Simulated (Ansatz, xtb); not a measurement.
Group exchange: C4H8 + CH9NSi2 → C3H8Si + C2H9NSi

Species: C4H8 (1-butene) `C=CCC`, singlet; CH9NSi2 `CN([SiH3])[SiH3]`, singlet; C3H8Si (prop-2-enylsilane) `C=CC[SiH3]`, singlet; C2H9NSi `CN(C)[SiH3]`, singlet. The partners trade CH3 for SiH3: C–CH3 and N–SiH3 bonds give way to C–SiH3 and N–CH3.

Shapes, held fixed at every level: PBE0-D4/def2-TZVP. Flexible molecules stand in one conformer, not always the lowest. Programs: Ansatz 0.2.0, xtb 6.7.1. Electronic energies: no zero-point or thermal term.

```csv
level,kind,ΔE (kJ/mol),less CCSD(T)/CBS estimate,CPU time (sum over the molecules)
GFN1-xTB,semi-empirical,+119.0,+25.8,0.2 s
HF/def2-TZVPP,Hartree–Fock,+100.8,+7.6,–
PBE-D4/def2-TZVPP,GGA,+80.1,-13.1,20 s
r2SCAN-D4/def2-TZVPP,meta-GGA,+88.0,-5.2,31 s
B3LYP-D4/def2-TZVPP,global hybrid,+88.9,-4.3,35 s
PBE0-D4/def2-TZVPP,global hybrid,+84.6,-8.6,21 s
B2PLYP/def2-TZVPP,double hybrid,+92.3,-0.9,41 s
CCSD(T)/CBS estimate,coupled cluster or CI,+93.2,0.0,16 min
```

The highest level, CCSD(T)/CBS estimate, gives ΔE = +93.2 kJ/mol; the levels span +80.1 to +119.0. The column of differences is taken from that level and isn't an error. No measured value is set beside it here. The CBS estimate extrapolates MP2 from def2-TZVPP and def2-QZVPP and adds CCSD(T) − MP2 in the triple-zeta set, cores frozen. Times are processor times on shared x86 and Arm servers, and rough.

Every level puts the exchange clearly uphill, so silyl prefers nitrogen and methyl prefers carbon, and the sign doesn't depend on the treatment of correlation. The main reason is electronegativity. Silicon is more electropositive than carbon and gains more from a polar bond to nitrogen, whereas the C–Si bond formed in its place is much less polar. Donation from the nitrogen lone pair into Si–H antibonding orbitals adds to the preference. Because two silyl groups share that lone pair in the reactant, losing one probably costs less than losing the only silyl group of a monosilylamine. Hyperconjugation between the C–Si bond and the π system in the allylsilane recovers only a little.

The density functionals, including the double hybrid, all fall below the coupled-cluster value, while Hartree–Fock and GFN1-xTB lie above it. Exact exchange raises the energy from PBE to PBE0, but its share alone doesn't order the functionals, since r2SCAN lies above PBE0. The reaction energies don't separate bond polarity from lone-pair delocalisation.
